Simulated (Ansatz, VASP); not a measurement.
Two plane-wave programs on RbH2

```
Rb H
1.0
     2.01763    1.16488    4.48303
    -2.01763    1.16488    4.48303
     0.00000   -2.32976    4.48303
Rb H
1 2
Direct
  0.00000 0.00000 0.00000
  0.80481 0.80481 0.80481
  0.19519 0.19519 0.19519
```

Alike in both runs: functional PBE; k mesh 12 × 12 × 12; occupations gaussian, width 0.1 eV; no spin polarisation.

Ansatz relaxed the structure, and its values are those at the end. VASP's run is a single point on that final structure, the one shown.

|  | VASP | Ansatz |
| --- | --- | --- |
| version | VASP 6.6.1 | Ansatz 0.2.0 |
| potentials or method | VASP PAW PBE potentials, release 64 (Rb_sv, H) | scalar-relativistic, plane waves, PAW |
| plane-wave cutoff (eV) | 520 | 420 |
| valence electrons in the cell | 11 | 11 |

|  | VASP | Ansatz | Ansatz less VASP |
| --- | --- | --- | --- |
| gap on the k mesh at the Fermi level (eV) | none | none | - |
| pressure (GPa) | 0.0 | 0.0 | +0.02 |

A gap of «none» marks a metal or a gap that the smearing closes. The functional is the same, so the differences come from potentials, cutoffs and numerics.
